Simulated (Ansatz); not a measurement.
**Moving the functional in Cu**

The structure is cubic, space group Fm-3m (No. 225). Conventional cell: a = 3.615 Å, b = 3.615 Å, c = 3.615 Å, α = 90.00°, β = 90.00°, γ = 90.00°. Around Cu (site symmetry m-3m) lie 12 Cu at 2.56 Å.

Kept alike: task band structure; k mesh 13 × 13 × 13; occupations fermi-dirac, width 0.05 eV; no spin polarisation. Program: Ansatz, all-electron LAPW, scalar-relativistic. The mesh is that of the run's cell of 1 atom. No spin-orbit coupling.

| run | pressure (GPa) |
| --- | --- |
| A | 1.64 |
| B | -12.68 |
| C | -6.59 |

Pressure is positive in compression. For a metal such a mesh leaves the last digits unconverged.

Question: The runs differ in the functional alone: LDA; PBE; PBEsol. Which run is which?

Answer: Run A is PBE; run B is LDA; run C is PBEsol. The pressure runs from -12.68 (LDA) to 1.64 GPa (PBE). From PBE: LDA -14.32; PBEsol -8.23. A positive pressure means that the functional's own cell is larger than the one given, a negative one that it is smaller.
